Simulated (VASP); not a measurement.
# Zn (Fm-3m) in VASP: further runs, part 2 of 3

VASP 6.6.1. The steps go on from the part before.

## 4. Relaxation of cell and atoms, PBE+D3, target pressure 30 GPa, at which the enthalpy is minimised

Input file INCAR:

```
  PREC = Accurate
  ENCUT = 600
  EDIFF = 1E-6
  ISMEAR = 1
  SIGMA = 0.2
  LREAL = F
  LASPH = T
  NELM = 60
  ALGO = Normal
  ISIF = 3
  LWAVE = F
  LCHARG = F
  GGA = PE
  IVDW = 11
  IBRION = 2
  NSW = 60
  EDIFFG = -0.02
  PSTRESS = 300
```

Input file Zn.cif:

```cif
data_Zn
_cell_length_a 3.92955200
_cell_length_b 3.92955200
_cell_length_c 3.92955200
_cell_angle_alpha 90.00000000
_cell_angle_beta 90.00000000
_cell_angle_gamma 90.00000000
_space_group_name_H-M_alt 'Fm-3m'
_space_group_name_Hall '-F 4 2 3'
_space_group_IT_number 225
loop_
_space_group_symop_operation_xyz
'x,y,z'
'-x,-y,-z'
'-y,x,z'
'y,-x,-z'
'-x,-y,z'
'x,y,-z'
'y,-x,z'
'-y,x,-z'
'x,-y,-z'
'-x,y,z'
'-y,-x,-z'
'y,x,z'
'-x,y,-z'
'x,-y,z'
'y,x,-z'
'-y,-x,z'
'z,x,y'
'-z,-x,-y'
'z,-y,x'
'-z,y,-x'
'z,-x,-y'
'-z,x,y'
'z,y,-x'
'-z,-y,x'
'-z,x,-y'
'z,-x,y'
'-z,-y,-x'
'z,y,x'
'-z,-x,y'
'z,x,-y'
'-z,y,x'
'z,-y,-x'
'y,z,x'
'-y,-z,-x'
'x,z,-y'
'-x,-z,y'
'-y,z,-x'
'y,-z,x'
'-x,z,y'
'x,-z,-y'
'-y,-z,x'
'y,z,-x'
'-x,-z,-y'
'x,z,y'
'y,-z,-x'
'-y,z,x'
'x,-z,y'
'-x,z,-y'
'x,y+1/2,z+1/2'
'-x,-y+1/2,-z+1/2'
'-y,x+1/2,z+1/2'
[... 62 lines left out ...]
'-z+1/2,-x,-y+1/2'
'z+1/2,-y,x+1/2'
'-z+1/2,y,-x+1/2'
'z+1/2,-x,-y+1/2'
'-z+1/2,x,y+1/2'
'z+1/2,y,-x+1/2'
'-z+1/2,-y,x+1/2'
'-z+1/2,x,-y+1/2'
'z+1/2,-x,y+1/2'
'-z+1/2,-y,-x+1/2'
'z+1/2,y,x+1/2'
'-z+1/2,-x,y+1/2'
'z+1/2,x,-y+1/2'
'-z+1/2,y,x+1/2'
'z+1/2,-y,-x+1/2'
'y+1/2,z,x+1/2'
'-y+1/2,-z,-x+1/2'
'x+1/2,z,-y+1/2'
'-x+1/2,-z,y+1/2'
'-y+1/2,z,-x+1/2'
'y+1/2,-z,x+1/2'
'-x+1/2,z,y+1/2'
'x+1/2,-z,-y+1/2'
'-y+1/2,-z,x+1/2'
'y+1/2,z,-x+1/2'
'-x+1/2,-z,-y+1/2'
'x+1/2,z,y+1/2'
'y+1/2,-z,-x+1/2'
'-y+1/2,z,x+1/2'
'x+1/2,-z,y+1/2'
'-x+1/2,z,-y+1/2'
'x+1/2,y+1/2,z'
'-x+1/2,-y+1/2,-z'
'-y+1/2,x+1/2,z'
'y+1/2,-x+1/2,-z'
'-x+1/2,-y+1/2,z'
'x+1/2,y+1/2,-z'
'y+1/2,-x+1/2,z'
'-y+1/2,x+1/2,-z'
'x+1/2,-y+1/2,-z'
'-x+1/2,y+1/2,z'
'-y+1/2,-x+1/2,-z'
'y+1/2,x+1/2,z'
'-x+1/2,y+1/2,-z'
'x+1/2,-y+1/2,z'
'y+1/2,x+1/2,-z'
'-y+1/2,-x+1/2,z'
'z+1/2,x+1/2,y'
'-z+1/2,-x+1/2,-y'
'z+1/2,-y+1/2,x'
'-z+1/2,y+1/2,-x'
'z+1/2,-x+1/2,-y'
'-z+1/2,x+1/2,y'
'z+1/2,y+1/2,-x'
'-z+1/2,-y+1/2,x'
'-z+1/2,x+1/2,-y'
'z+1/2,-x+1/2,y'
'-z+1/2,-y+1/2,-x'
'z+1/2,y+1/2,x'
'-z+1/2,-x+1/2,y'
'z+1/2,x+1/2,-y'
'-z+1/2,y+1/2,x'
'z+1/2,-y+1/2,-x'
'y+1/2,z+1/2,x'
'-y+1/2,-z+1/2,-x'
'x+1/2,z+1/2,-y'
'-x+1/2,-z+1/2,y'
'-y+1/2,z+1/2,-x'
'y+1/2,-z+1/2,x'
'-x+1/2,z+1/2,y'
'x+1/2,-z+1/2,-y'
'-y+1/2,-z+1/2,x'
'y+1/2,z+1/2,-x'
'-x+1/2,-z+1/2,-y'
'x+1/2,z+1/2,y'
'y+1/2,-z+1/2,-x'
'-y+1/2,z+1/2,x'
'x+1/2,-z+1/2,y'
'-x+1/2,z+1/2,-y'
loop_
_atom_site_label
_atom_site_type_symbol
_atom_site_symmetry_multiplicity
_atom_site_Wyckoff_symbol
_atom_site_fract_x
_atom_site_fract_y
_atom_site_fract_z
_atom_site_occupancy
Zn1 Zn 4 a 0.0000000000 0.0000000000 0.0000000000 1
```

Input file KPOINTS:

```
regular mesh
0
Gamma
  7 7 7
```

Input file POSCAR:

```
Zn
 1.0000000000000000
     3.9295520000000002    0.0000000000000000    0.0000000000000000
     0.0000000000000000    3.9295520000000002    0.0000000000000000
     0.0000000000000000    0.0000000000000000    3.9295520000000002
 Zn 
   4
Cartesian
  0.0000000000000000  0.0000000000000000  0.0000000000000000
  0.0000000000000000  1.9647760000000001  1.9647760000000001
  1.9647760000000001  0.0000000000000000  1.9647760000000001
  1.9647760000000001  1.9647760000000001  0.0000000000000000
```

Command:

```
$ ase convert -i cif -o vasp Zn.cif POSCAR
$ cat potpaw_PBE.64/Zn/POTCAR > POTCAR
$ mpirun -np 1 vasp_std > vasp.out
```

It took 69 s on 1 thread of Intel Xeon 6975P-C (Granite Rapids), shared host; peak memory 0.2 GiB.

It converged, with:

- Free energy: -4.9633 eV
- Relaxed volume: 11.61 Å³/atom
- Relaxed cell: a = 3.595 Å, b = 3.595 Å, c = 3.595 Å, α = 90.00°, β = 90.00°, γ = 90.00°
- Space group after relaxing (to 0.05 Å): Fm-3m (No. 225)
- Energy change on relaxing (the enthalpy is what falls): +193.3 meV/atom
- Ionic steps: 7
- Pressure after relaxing: 30.0 GPa
- Band gap on the k mesh: none (metal or under the smearing width)
- Dispersion energy per atom: -0.471 eV

Step by step:
```tsv
step	energy change (eV)	largest force (eV/Å)	pressure (GPa)	volume (Å³)
1	0.0000	0.0000	-3.99	60.68
2	4.7709	0.0000	116.84	36.58
3	0.6827	0.0000	27.68	46.96
4	0.7489	0.0000	29.37	46.59
5	0.7969	0.0000	30.59	46.33
6	0.7483	0.0000	29.34	46.59
7	0.7732	0.0000	30.02	46.46
```

Final structure:
```cif
data_structure
_symmetry_space_group_name_H-M 'P 1'
_symmetry_Int_Tables_number 1
_cell_length_a 3.5949
_cell_length_b 3.5949
_cell_length_c 3.5949
_cell_angle_alpha 90.000
_cell_angle_beta 90.000
_cell_angle_gamma 90.000
_cell_volume 46.46
loop_
_atom_site_label
_atom_site_type_symbol
_atom_site_fract_x
_atom_site_fract_y
_atom_site_fract_z
_atom_site_occupancy
Zn1 Zn 0.00000 0.00000 0.00000 1
Zn2 Zn 0.00000 0.50000 0.50000 1
Zn3 Zn 0.50000 0.00000 0.50000 1
Zn4 Zn 0.50000 0.50000 0.00000 1
```

Levels at points of the mesh, in eV from the Fermi level:
```tsv
k point	band 21	band 22	band 23	band 24	band 25	band 26	band 27	band 28
(0.00, 0.00, 0.00)	-7.39	-1.82	-1.82	-1.82	2.75	2.75	2.75	9.82
```

Caveat: the cell is relaxed towards a set pressure, so the enthalpy falls and the energy may rise; the volume moved by over 15 % at a fixed basis, so the end points are rough; pairwise dispersion overbinds metals, which lowers pressure and volume.

## 5. Single point, r2SCANh (volume scaled by 0.88)

Input file run.py:

```python
from ase.calculators.vasp import Vasp
from ase.dft.bandgap import bandgap
from ase.spacegroup import crystal

atoms = crystal(
    ['Zn'],
    basis=[[0.0, 0.0, 0.0]],
    spacegroup=225,
    setting=1,
    cellpar=[3.7656267, 3.7656267, 3.7656267, 90.0, 90.0, 90.0],
    primitive_cell=True,
)
calc = Vasp(
    directory='calc',
    pp='PBE',
    setups='minimal',
    prec='Accurate',
    encut=400,
    ediff=1e-06,
    ismear=1,
    sigma=0.2,
    lreal=False,
    lasph=True,
    nelm=80,
    algo='Normal',
    isif=2,
    lwave=False,
    lcharg=False,
    metagga='R2SCAN',
    lhfcalc=True,
    aexx=0.1,
    lmixtau=True,
    precfock='Fast',
    hfrcut=-1,
    kspacing=0.4,
)
atoms.calc = calc

print('energy (eV):', atoms.get_potential_energy())
print('free energy (eV):', atoms.get_potential_energy(force_consistent=True))
print('forces (eV/A):')
print(atoms.get_forces())
print('stress (eV/A^3, Voigt):', atoms.get_stress())
print('Fermi level (eV):', calc.get_fermi_level())
gap, top, bottom = bandgap(calc)
print('band gap (eV):', gap, 'from (spin, k, band)', top, 'to', bottom)
```

Command:

```
$ python run.py
```

It took 11 min on 1 thread of Intel Xeon 6975P-C (Granite Rapids), shared host; peak memory 0.11 GiB.

These settings aren't checked as converged (typed here: KSPACING = 0.4; ALGO = Normal; ENCUT = 400): the numbers below hold their error.

What came out:

```
Free energy            : -8.1720 eV
Pressure               : 6.1 GPa
Band gap on the k mesh : none (metal or under the smearing width)
```

Caveat: the PAW data sets were made with another functional, which shifts forces and pressure a little.

(Continued in part 3 of 3.)
